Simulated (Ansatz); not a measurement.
SiNi3 in Ansatz: the effect of functional

Crystal: SiNi3.

```
Ni Si
1.0
     3.61147    0.00000    0.00000
     0.00000    3.61147    0.00000
     0.00000    0.00000    3.61147
Ni Si
3 1
Cartesian
  1.8057 1.8057 0.0000
  1.8057 0.0000 1.8057
  0.0000 1.8057 1.8057
  0.0000 0.0000 0.0000
```

The cell isn't the ideal one: volume scaled by 1.06.

Alike in all runs:

```yaml
Program: Ansatz 0.2.0
Task: single point
Potentials_or_basis: Ansatz PAW
k_mesh: 8 × 8 × 8
Occupations: fermi-dirac, width 0.05 eV
Spin: collinear spin, ferromagnetic start
Starting_moments: "[1.0, 1.0, 1.0, 0.0] μB"
```

```tsv
functional	cutoff	pressure (GPa)	moment (μB)
LDA	420 eV (not typed: the program's choice for these potentials)	?	?
r2SCAN	500 eV (not typed: the program's choice for these potentials)	-22.1	0.19
PBE	420 eV (not typed: the program's choice for these potentials)	-15.3	0.00
```

What does the run with functional LDA give?

Pressure -28.0 GPa; moment 0.00 μB.

Caveats: the starting moments weren't kept; the PAW data sets come from PBE, with cores solved anew for the run's functional, which leaves a small shift of forces and pressure (some runs); the magnetic or orbital state may not be the lowest (some runs).
